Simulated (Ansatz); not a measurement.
# Residual resistivity of an alloy: Re(0001) with 2 layers of random Re-Zn, 2x2

Wanted: resistance against the alloy's length, first Re(0001) with 2 layers of random Re-Zn, 2x2.

Main program and level: Ansatz 0.2.0; Ansatz plane-wave DFT, PBE, PAW files; ballistic transport by layer matching (Landauer), zero bias; PAW set soft_1.

### 1. Set-up

The cell holds 48 atoms: 46 Re and 2 Zn. Its edges and angles: a = 5.522 Å, b = 5.522 Å, c = 26.749 Å, α = 90.0°, β = 90.0°, γ = 120.0°. It derives from Re. Regions: lead, 40 atoms (40 Re); scattering region, 8 atoms (6 Re and 2 Zn). The structure is stacked along c, and the current runs across the ab planes.

### 2. With 2 alloy layers

In 2 layers a share of 0.25 of the sites is given to Zn at random. The layers about the cell's end stay perfect and serve as the lead. Energies from -0.05 to 0.05 eV in steps of 0.05 eV are too few for the program's thermal sum, so it prints no conductance; for a metal the transmission near the Fermi level serves, at a fraction of the cost.

File input.yaml:

```yaml
crystal:
  lattice:
    - [5.5216, 0.0, 0.0]
    - [-2.7608, 4.7818458695, 0.0]
    - [0.0, 0.0, 26.7492]
  atoms:
    - { symbol: Re, position: [0.1666666667, 0.3333333333, 0.0416666667] }
    - { symbol: Re, position: [0.1666666667, 0.8333333333, 0.0416666667] }
    - { symbol: Re, position: [0.6666666667, 0.3333333333, 0.0416666667] }
    - { symbol: Re, position: [0.6666666667, 0.8333333333, 0.0416666667] }
    - { symbol: Re, position: [0.3333333333, 0.1666666667, 0.125] }
    - { symbol: Re, position: [0.3333333333, 0.6666666667, 0.125] }
    - { symbol: Re, position: [0.8333333333, 0.1666666667, 0.125] }
    - { symbol: Re, position: [0.8333333333, 0.6666666667, 0.125] }
    - { symbol: Re, position: [0.1666666667, 0.3333333333, 0.2083333333] }
    - { symbol: Re, position: [0.1666666667, 0.8333333333, 0.2083333333] }
    - { symbol: Re, position: [0.6666666667, 0.3333333333, 0.2083333333] }
    - { symbol: Re, position: [0.6666666667, 0.8333333333, 0.2083333333] }
    - { symbol: Re, position: [0.3333333333, 0.1666666667, 0.2916666667] }
    - { symbol: Re, position: [0.3333333333, 0.6666666667, 0.2916666667] }
    - { symbol: Re, position: [0.8333333333, 0.1666666667, 0.2916666667] }
    - { symbol: Re, position: [0.8333333333, 0.6666666667, 0.2916666667] }
    - { symbol: Re, position: [0.1666666667, 0.3333333333, 0.375] }
    - { symbol: Re, position: [0.1666666667, 0.8333333333, 0.375] }
    - { symbol: Re, position: [0.6666666667, 0.3333333333, 0.375] }
    - { symbol: Re, position: [0.6666666667, 0.8333333333, 0.375] }
    - { symbol: Re, position: [0.3333333333, 0.1666666667, 0.4583333333] }
    - { symbol: Re, position: [0.3333333333, 0.6666666667, 0.4583333333] }
    - { symbol: Re, position: [0.8333333333, 0.1666666667, 0.4583333333] }
    - { symbol: Re, position: [0.8333333333, 0.6666666667, 0.4583333333] }
    - { symbol: Re, position: [0.1666666667, 0.3333333333, 0.5416666667] }
    - { symbol: Re, position: [0.1666666667, 0.8333333333, 0.5416666667] }
    - { symbol: Zn, position: [0.6666666667, 0.3333333333, 0.5416666667] }
    - { symbol: Zn, position: [0.6666666667, 0.8333333333, 0.5416666667] }
    - { symbol: Re, position: [0.3333333333, 0.1666666667, 0.625] }
    - { symbol: Re, position: [0.3333333333, 0.6666666667, 0.625] }
    - { symbol: Re, position: [0.8333333333, 0.1666666667, 0.625] }
    - { symbol: Re, position: [0.8333333333, 0.6666666667, 0.625] }
    - { symbol: Re, position: [0.1666666667, 0.3333333333, 0.7083333333] }
    - { symbol: Re, position: [0.1666666667, 0.8333333333, 0.7083333333] }
    - { symbol: Re, position: [0.6666666667, 0.3333333333, 0.7083333333] }
    - { symbol: Re, position: [0.6666666667, 0.8333333333, 0.7083333333] }
    - { symbol: Re, position: [0.3333333333, 0.1666666667, 0.7916666667] }
    - { symbol: Re, position: [0.3333333333, 0.6666666667, 0.7916666667] }
    - { symbol: Re, position: [0.8333333333, 0.1666666667, 0.7916666667] }
    - { symbol: Re, position: [0.8333333333, 0.6666666667, 0.7916666667] }
    - { symbol: Re, position: [0.1666666667, 0.3333333333, 0.875] }
    - { symbol: Re, position: [0.1666666667, 0.8333333333, 0.875] }
    - { symbol: Re, position: [0.6666666667, 0.3333333333, 0.875] }
    - { symbol: Re, position: [0.6666666667, 0.8333333333, 0.875] }
    - { symbol: Re, position: [0.3333333333, 0.1666666667, 0.9583333333] }
    - { symbol: Re, position: [0.3333333333, 0.6666666667, 0.9583333333] }
    - { symbol: Re, position: [0.8333333333, 0.1666666667, 0.9583333333] }
    - { symbol: Re, position: [0.8333333333, 0.6666666667, 0.9583333333] }
kpoints:
  mp_grid: { grid: [5, 5, 1] }
hamiltonian:
  xc: pbe
  pseudopotentials: { kind: paw, azcp: { folder: soft_1 } }
scf:
  occupations: { method: fermi_dirac, width: 0.1 }
output:
  transmission:
    leads: [[0, 8]]
    kmesh: [10, 10]
    e_range: [-0.05, 0.05]
    de: 0.05
  write_potential: true
  write_density: true
  volumetric_format: npy
```

Launch:

```sh
$ ansatz run input.yaml --threads 4 --pin off --max-ram 15360MiB --backend cpu --events-out ev --progress --plain --runs-dir out
```

Numbers of over 12 decimals in the logs are rounded to 6 here.

Output:

```text
Engine: ansatz 0.2.0, aarch64-unknown-linux-gnu
Pseudopotentials: kind: paw
Pseudopotential: Re, paw, valence charge 15, recommended cutoff 420 eV (normal), soft_1/Re.paw.azcp
Pseudopotential: Zn, paw, valence charge 12, recommended cutoff 420 eV (normal), soft_1/Zn.paw.azcp
Functional definition: PBE
  parameter kappa = 0.804
  parameter beta = 0.066725
  exchange = pbe_x(kappa = kappa, mu = beta*pi^2/3)
  correlation = pbe_c(beta = beta)
Crystal: 48 atoms, lattice volume = 706.271 Å³
Basis set: ecut = 420 eV, 13787 PW (Γ)
Bands: 429, of which v1, the nominal top of the filled ones, is band 357 counted from 1 (356 counted from 0)
Symmetry: 8 space group operations
Space group: Pmm2 (ITA 25), of the structure as read, at distance tolerance 8.9e-5 Å
k-points: 9 of 25 (time reversal used)
Non-local potential: Re, projectors of the file, l = 0: 3, l = 1: 2, l = 2: 2, l = 3: 1
Non-local potential: Zn, projectors of the file, l = 0: 2, l = 1: 2, l = 2: 3, l = 3: 1
PAW form: soft (Blöchl's): semilocal exchange-correlation on the pseudo side does not see the compensation charge
PAW one-centre angular grid: Re, 590 points (default); XC on 64 Gauss nodes
PAW one-centre angular grid: Zn, 590 points (default); XC on 64 Gauss nodes
Initial density: superposition of atomic densities (chi_scale 0.1, normalization cell, long waves 67 % of neutral atoms (reshape's long-wave potential 1.67 eV rms, cloud 2.73 Å wide))
Initial wavefunctions: pseudopotential atomic-orbital guess
Functional: x = pbe(κ = 0.804, μ = 0.219515), c = pbe(β = 0.066725)
SCF iter   1: F=—  HF=-506636.099220 eV  |F-HF|=—  |Δ(HF+E_count)|=         —  Δρ=6.50e-2  dr2=4.69e2  ethr=3.10e-3  ⟨swp⟩=5.0  Hψ=12717  notcnv=0  defer=17
preconditioner: auto → Kerker (q_TF=auto, 2.733 Å⁻¹)  [metal: Δε(μ)=0.017 eV  Ē_g=5.851 eV  σ=0.100 eV  W_gap=0.04  n_scr=268 (ndim 8)  ℏωp=26.0 eV  f_vac=0.000  D(μ)=40.65/eV (n_scr^D=380)]
SCF iter   2: F=—  HF=-506628.384105 eV  |F-HF|=—  |Δ(HF+E_count)|=    7.72e0  Δρ=3.78e-2  dr2=1.92e2  ethr=3.10e-3  ⟨swp⟩=2.8  Hψ=6332  notcnv=0  defer=209
SCF iter   3: F=—  HF=-506624.916048 eV  |F-HF|=—  |Δ(HF+E_count)|=    3.47e0  Δρ=1.09e-2  dr2=7.76e-1  ethr=3.10e-3  ⟨swp⟩=3.0  Hψ=8670  notcnv=0  defer=193
SCF iter   4: F=—  HF=-506624.705501 eV  |F-HF|=—  |Δ(HF+E_count)|=   2.11e-1  Δρ=4.37e-3  dr2=3.58e-1  ethr=1.09e-4  ⟨swp⟩=2.9  Hψ=6113  notcnv=0  defer=181
SCF iter   5: F=—  HF=-506624.679595 eV  |F-HF|=—  |Δ(HF+E_count)|=   2.59e-2  Δρ=1.86e-3  dr2=1.54e-1  ethr=5.02e-5  ⟨swp⟩=2.2  Hψ=5034  notcnv=0  defer=169
SCF iter   6: F=—  HF=-506624.674426 eV  |F-HF|=—  |Δ(HF+E_count)|=   5.17e-3  Δρ=4.57e-4  dr2=6.43e-3  ethr=2.16e-5  ⟨swp⟩=2.0  Hψ=3803  notcnv=0  defer=169
SCF iter   7: F=—  HF=-506624.674004 eV  |F-HF|=—  |Δ(HF+E_count)|=   4.22e-4  Δρ=4.38e-5  dr2=8.26e-5  ethr=9.01e-7  ⟨swp⟩=2.0  Hψ=3816  notcnv=0  defer=169
SCF iter   8: F=—  HF=-506624.675568 eV  |F-HF|=—  |Δ(HF+E_count)|=   1.56e-3  Δρ=8.32e-6  dr2=1.31e-6  ethr=1.16e-8  ⟨swp⟩=2.0  Hψ=5023  notcnv=0  defer=169
SCF iter   9: F=—  HF=-506624.675569 eV  |F-HF|=—  |Δ(HF+E_count)|=   3.73e-7  Δρ=4.11e-6  dr2=7.51e-7  ethr=1.40e-11  ⟨swp⟩=10.2  Hψ=11756  notcnv=0
SCF iter  10: F=-506624.675568 eV  HF=-506624.675569 eV  |F-HF|=5.94e-8  |Δ(HF+E_count)|=   1.15e-8  Δρ=1.18e-6  dr2=6.38e-8  ethr=1.40e-11  ⟨swp⟩=1.9  Hψ=8811  notcnv=0
SCF 1 converged in 10 iterations: F = -506624.675568 eV  dr2 = 6.38e-8
  greatest PAW one-centre occupation: 1.000 electrons in one spin orbital (limit 2), on the Re atom at site 37 (counted from 0), in its partial waves of l = 0
transmission: 158 of 1550 steps passed
transmission: 311 of 1550 steps passed
[...]
transmission: 1550 of 1550 steps passed
SCF converged after 10 iterations
Free energy (F): -506624.675568 eV
Harris-Foulkes:  -506624.675569 eV  (|F-HF|=5.94e-8)
Internal energy: -506623.399437 eV  (E = F + TS)
E sigma→0 (E₀):  -506624.037503 eV
Entropy (-TS):   -1.276132 eV (-26.586 meV/atom)
Fermi energy:    23.544162 eV
--- Per-component energies (eV) ---
  E_band       = -3221.590808
  E_kinetic    = 24360.925733
  E_local      = -39478.485119  (includes V_loc(G=0)·N_el)
  E_nonlocal   = 5319.267142
  E_hartree    = 13917.427420
  E_xc         = -16564.805532
  E_vxc        = -13455.006797  (∫ρ·V_xc dr)
  E_paw        = -404202.008546  (= ΣΔE_a)
  E_vpaw       = -7803.136293  (= ΣTr[D̂ρ^β])
  E_aug_tail   = 0.001843  (compensation charges beyond the density's cutoff)
  E_ewald      = -89975.722377
  E_smearing   = -1.276132  (= −TS)
  E_closure    = -0.000000  (closes the sum)
  Σ components = -506624.675568   (vs F -506624.675568, Δ=0.00e0)
--- Band table (eV; the first three rows and the last of 9) ---
  k-point 0: bands = [... 353 lower, 23.9818, 24.0168, 24.0172, 24.1015, 24.1608, 24.1637, 24.2705, 24.2769, ... 68 higher]
  k-point 1: bands = [... 353 lower, 23.6048, 23.6524, 23.6961, 23.7191, 23.7269, 23.7345, 23.8183, 23.8400, ... 68 higher]
  k-point 2: bands = [... 353 lower, 23.2317, 23.2432, 23.3015, 23.3243, 23.3568, 23.4324, 23.4420, 23.5255, ... 68 higher]
  k-point 8: bands = [... 353 lower, 23.3036, 23.3266, 23.3436, 23.3723, 23.4548, 23.4580, 23.6809, 23.7743, ... 68 higher]
--- Transmission ---
  basis      : 235 plane waves across, 50 finite elements along
  points     : 31, standing for a mesh of 10 x 10
  energies   : 3 from -0.050000 to 0.050000 eV about the Fermi level, 0.050000 eV apart; the leads are filled to 0.000000 eV, and channels, transmission and decay are at 0.000000 eV
  crystal 0  : Re8, at the sites [0, 8], period 4.4582 Å, over 24.52 Å; its Hamiltonian steps by up to 11.0 meV
    offset         : up to 0.0000 Å between an atom of the period and one for which it stands
    channels       : 5.380000e0 a spin
    conductance    : none, the energies end too early or step too widely for 300 K: set another output.transmission.e_range or a lower de, or, where they end at an eighth of basis.ecutwfc, a higher one
  junction   : crystal 0 to crystal 0, 1.53 to 23.82 Å
    transmission   : 2.865419e0 a spin
    conductance    : none, the energies end too early or step too widely for 300 K: set another output.transmission.e_range or a lower de, or, where they end at an eighth of basis.ecutwfc, a higher one
```

The job ended after 8.7 min (4 threads of Arm Neoverse V1, shared host; peak memory 5.9 GiB).

Reading the cycles: dr2 is the Hartree energy of the density residual (eV), the measure of convergence; HF is the Harris–Foulkes estimate of the energy, which meets the free energy F at convergence.

Numbers from this step:

| Property | Result |
| --- | --- |
| free energy | -506624.6756 eV |
| energy at zero smearing | -506624.0375 eV |
| Fermi energy | 23.54 eV |
| cell area | 26.40 Å² |
| transmission per spin nearest the Fermi level | 2.865 |
| open channels per spin nearest the Fermi level | 5.38 |
| step of the lead's potential | 11 meV |

Per spin. The transmission, zone mean by energy, zero at the Fermi level:

```csv
energy (eV),"transmission, zone mean"
-0.0500,2.87
0.0000,2.87
0.0500,2.69
```

Per spin. Table of open channels, zone mean, lead by energy, zero at the Fermi level:

```csv
energy (eV),"open channels, zone mean, lead"
-0.0500,5.32
0.0000,5.38
0.0500,5.08
```

Transmission over k1 and k2. At 0.0000 eV from the Fermi level.

Values, 10 rows by 10 columns:
```
1.13 1.70 1.93 0.93 1.93 1.70 1.13 2.05 2.13 2.05
2.42 1.42 2.28 1.94 1.94 2.28 1.42 2.42 2.29 2.29
2.84 1.50 2.49 4.96 6.05 4.96 2.49 1.50 2.84 2.57
2.44 2.78 2.27 6.24 6.87 6.87 6.24 2.27 2.78 2.44
2.71 3.99 2.33 4.90 7.31 6.79 7.31 4.90 2.33 3.99
2.44 2.44 2.78 2.27 6.24 6.87 6.87 6.24 2.27 2.78
2.84 2.57 2.84 1.50 2.49 4.96 6.05 4.96 2.49 1.50
2.42 2.29 2.29 2.42 1.42 2.28 1.94 1.94 2.28 1.42
1.13 2.05 2.13 2.05 1.13 1.70 1.93 0.93 1.93 1.70
1.23 1.64 2.35 2.35 1.64 1.23 1.64 2.35 2.35 1.64
```
Columns: k1 (b1) from -0.5 to 0.4; rows upwards: k2 (b2) from -0.5 to 0.4.

Open channels over k1 and k2. At 0.0000 eV from the Fermi level.

Ten even steps from '0' (3.0) to '9' (11.0):
```
1310131111
2111111211
2018881021
1118998111
1318989813
1111899811
2120188810
2112111111
1111131013
1122111221
```
Columns: k1 (b1) from -0.5 to 0.4; rows upwards: k2 (b2) from -0.5 to 0.4.

Over the solved energies the transmission per spin lies between 2.69 and 2.87, out of 5.26 channels of the lead on average (up to 5.38).

### 3. With 6 alloy layers

In 6 layers a share of 0.25 of the sites is given to Zn at random. A fresh draw is used; the growth of the resistance with length is what counts.

System of this step: Re(0001) with 6 layers of random Re-Zn, 2x2. The cell holds 64 atoms: 58 Re and 6 Zn. Its edges and angles: a = 5.522 Å, b = 5.522 Å, c = 35.666 Å, α = 90.0°, β = 90.0°, γ = 120.0°. It derives from Re. Regions: lead, 40 atoms (40 Re); scattering region, 24 atoms (18 Re and 6 Zn). The structure is stacked along c, and the current runs across the ab planes.

File input.yaml:

```yaml
crystal:
  lattice:
    - [5.5216, 0.0, 0.0]
    - [-2.7608, 4.7818458695, 0.0]
    - [0.0, 0.0, 35.6656]
  atoms:
    - { symbol: Re, position: [0.1666666667, 0.3333333333, 0.03125] }
    - { symbol: Re, position: [0.1666666667, 0.8333333333, 0.03125] }
    - { symbol: Re, position: [0.6666666667, 0.3333333333, 0.03125] }
    - { symbol: Re, position: [0.6666666667, 0.8333333333, 0.03125] }
    - { symbol: Re, position: [0.3333333333, 0.1666666667, 0.09375] }
    - { symbol: Re, position: [0.3333333333, 0.6666666667, 0.09375] }
    - { symbol: Re, position: [0.8333333333, 0.1666666667, 0.09375] }
    - { symbol: Re, position: [0.8333333333, 0.6666666667, 0.09375] }
    - { symbol: Re, position: [0.1666666667, 0.3333333333, 0.15625] }
    - { symbol: Re, position: [0.1666666667, 0.8333333333, 0.15625] }
    - { symbol: Re, position: [0.6666666667, 0.3333333333, 0.15625] }
    - { symbol: Re, position: [0.6666666667, 0.8333333333, 0.15625] }
    - { symbol: Re, position: [0.3333333333, 0.1666666667, 0.21875] }
    - { symbol: Re, position: [0.3333333333, 0.6666666667, 0.21875] }
    - { symbol: Re, position: [0.8333333333, 0.1666666667, 0.21875] }
    - { symbol: Re, position: [0.8333333333, 0.6666666667, 0.21875] }
    - { symbol: Re, position: [0.1666666667, 0.3333333333, 0.28125] }
    - { symbol: Re, position: [0.1666666667, 0.8333333333, 0.28125] }
    - { symbol: Re, position: [0.6666666667, 0.3333333333, 0.28125] }
    - { symbol: Re, position: [0.6666666667, 0.8333333333, 0.28125] }
    - { symbol: Re, position: [0.3333333333, 0.1666666667, 0.34375] }
    - { symbol: Zn, position: [0.3333333333, 0.6666666667, 0.34375] }
    - { symbol: Re, position: [0.8333333333, 0.1666666667, 0.34375] }
    - { symbol: Re, position: [0.8333333333, 0.6666666667, 0.34375] }
    - { symbol: Re, position: [0.1666666667, 0.3333333333, 0.40625] }
    - { symbol: Re, position: [0.1666666667, 0.8333333333, 0.40625] }
    - { symbol: Re, position: [0.6666666667, 0.3333333333, 0.40625] }
    - { symbol: Re, position: [0.6666666667, 0.8333333333, 0.40625] }
    - { symbol: Zn, position: [0.3333333333, 0.1666666667, 0.46875] }
    - { symbol: Re, position: [0.3333333333, 0.6666666667, 0.46875] }
    - { symbol: Re, position: [0.8333333333, 0.1666666667, 0.46875] }
    - { symbol: Re, position: [0.8333333333, 0.6666666667, 0.46875] }
    - { symbol: Zn, position: [0.1666666667, 0.3333333333, 0.53125] }
    - { symbol: Zn, position: [0.1666666667, 0.8333333333, 0.53125] }
    - { symbol: Re, position: [0.6666666667, 0.3333333333, 0.53125] }
    - { symbol: Zn, position: [0.6666666667, 0.8333333333, 0.53125] }
    - { symbol: Zn, position: [0.3333333333, 0.1666666667, 0.59375] }
    - { symbol: Re, position: [0.3333333333, 0.6666666667, 0.59375] }
    - { symbol: Re, position: [0.8333333333, 0.1666666667, 0.59375] }
    - { symbol: Re, position: [0.8333333333, 0.6666666667, 0.59375] }
    - { symbol: Re, position: [0.1666666667, 0.3333333333, 0.65625] }
    - { symbol: Re, position: [0.1666666667, 0.8333333333, 0.65625] }
    - { symbol: Re, position: [0.6666666667, 0.3333333333, 0.65625] }
    - { symbol: Re, position: [0.6666666667, 0.8333333333, 0.65625] }
    - { symbol: Re, position: [0.3333333333, 0.1666666667, 0.71875] }
    - { symbol: Re, position: [0.3333333333, 0.6666666667, 0.71875] }
    - { symbol: Re, position: [0.8333333333, 0.1666666667, 0.71875] }
    - { symbol: Re, position: [0.8333333333, 0.6666666667, 0.71875] }
    - { symbol: Re, position: [0.1666666667, 0.3333333333, 0.78125] }
    - { symbol: Re, position: [0.1666666667, 0.8333333333, 0.78125] }
    - { symbol: Re, position: [0.6666666667, 0.3333333333, 0.78125] }
    - { symbol: Re, position: [0.6666666667, 0.8333333333, 0.78125] }
    - { symbol: Re, position: [0.3333333333, 0.1666666667, 0.84375] }
    - { symbol: Re, position: [0.3333333333, 0.6666666667, 0.84375] }
    - { symbol: Re, position: [0.8333333333, 0.1666666667, 0.84375] }
    - { symbol: Re, position: [0.8333333333, 0.6666666667, 0.84375] }
    - { symbol: Re, position: [0.1666666667, 0.3333333333, 0.90625] }
    - { symbol: Re, position: [0.1666666667, 0.8333333333, 0.90625] }
    - { symbol: Re, position: [0.6666666667, 0.3333333333, 0.90625] }
    - { symbol: Re, position: [0.6666666667, 0.8333333333, 0.90625] }
    - { symbol: Re, position: [0.3333333333, 0.1666666667, 0.96875] }
    - { symbol: Re, position: [0.3333333333, 0.6666666667, 0.96875] }
    - { symbol: Re, position: [0.8333333333, 0.1666666667, 0.96875] }
    - { symbol: Re, position: [0.8333333333, 0.6666666667, 0.96875] }
kpoints:
  mp_grid: { grid: [5, 5, 1] }
hamiltonian:
  xc: pbe
  pseudopotentials: { kind: paw, azcp: { folder: soft_1 } }
scf:
  occupations: { method: fermi_dirac, width: 0.1 }
output:
  transmission:
    leads: [[0, 8]]
    kmesh: [10, 10]
    e_range: [-0.05, 0.05]
    de: 0.05
  write_potential: true
  write_density: true
  volumetric_format: npy
```

Output:

```text
[...]
Crystal: 64 atoms, lattice volume = 941.695 Å³
Basis set: ecut = 420 eV, 18377 PW (Γ)
Bands: 566, of which v1, the nominal top of the filled ones, is band 471 counted from 1 (470 counted from 0)
Symmetry: 2 space group operations
[...]
k-points: 9 of 25 (time reversal used)
[...]
SCF iter   1: F=—  HF=-650345.300078 eV  |F-HF|=—  |Δ(HF+E_count)|=         —  Δρ=6.59e-2  dr2=9.13e2  ethr=3.10e-3  ⟨swp⟩=6.0  Hψ=17186  notcnv=0  defer=40
[...]
SCF iter  13: F=-650329.871515 eV  HF=-650329.871515 eV  |F-HF|=7.59e-8  |Δ(HF+E_count)|=   1.22e-8  Δρ=2.31e-6  dr2=5.96e-8  ethr=1.06e-11  ⟨swp⟩=10.9  Hψ=15598  notcnv=0
SCF 1 converged in 13 iterations: F = -650329.871515 eV  dr2 = 5.96e-8
[...]
transmission: 203 of 2015 steps passed
transmission: 404 of 2015 steps passed
[...]
transmission: 2015 of 2015 steps passed
SCF converged after 13 iterations
Free energy (F): -650329.871515 eV
[...]
Internal energy: -650328.183682 eV  (E = F + TS)
E sigma→0 (E₀):  -650329.027598 eV
Entropy (-TS):   -1.687833 eV (-26.372 meV/atom)
Fermi energy:    22.891804 eV
[...]
--- Band table (eV; the first three rows and the last of 9) ---
  k-point 0: bands = [... 467 lower, 23.3647, 23.3678, 23.4019, 23.4667, 23.4695, 23.5210, 23.5625, 23.5796, ... 91 higher]
  k-point 1: bands = [... 467 lower, 22.9483, 22.9816, 23.0161, 23.0421, 23.0607, 23.0808, 23.1281, 23.1777, ... 91 higher]
  k-point 2: bands = [... 467 lower, 22.5434, 22.6026, 22.6421, 22.6716, 22.7053, 22.7685, 22.8522, 22.8711, ... 91 higher]
  k-point 8: bands = [... 467 lower, 22.6644, 22.6874, 22.7036, 22.7377, 22.8255, 22.8461, 22.8868, 22.9532, ... 91 higher]
--- Transmission ---
  basis      : 235 plane waves across, 65 finite elements along
  points     : 31, standing for a mesh of 10 x 10
[...]
channels       : 5.380000e0 a spin
[...]
junction   : crystal 0 to crystal 0, -0.70 to 30.51 Å
    transmission   : 1.504885e0 a spin
[...]
```

Run time: 15 min. Hardware: 4 threads; peak memory 9.2 GiB.

This step gave:

```yaml
free_energy: -650329.8715 eV
energy_at_zero_smearing: -650329.0276 eV
fermi_energy: 22.89 eV
transmission_per_spin_nearest_the_fermi_level: 1.505
step_of_the_lead_s_potential: 7.1 meV
```

Per spin. Table of transmission, zone mean by energy, zero at the Fermi level:

```csv
energy (eV),"transmission, zone mean"
-0.0500,1.59
0.0000,1.50
0.0500,1.39
```

Over the solved energies the transmission per spin lies between 1.39 and 1.59, out of 5.26 channels of the lead on average (up to 5.38).

(Part 1 of 2 ends here.)

[Logs are printed without paths, hosts, clocks, repeated set-up lines and the standing remarks that a program may print on its own settings, such as how far it seeks lower states.]

[Hosts, paths, dates, database ids (printed as entryN), source tags and the programs' standing remarks are cut or masked in the printed files.]
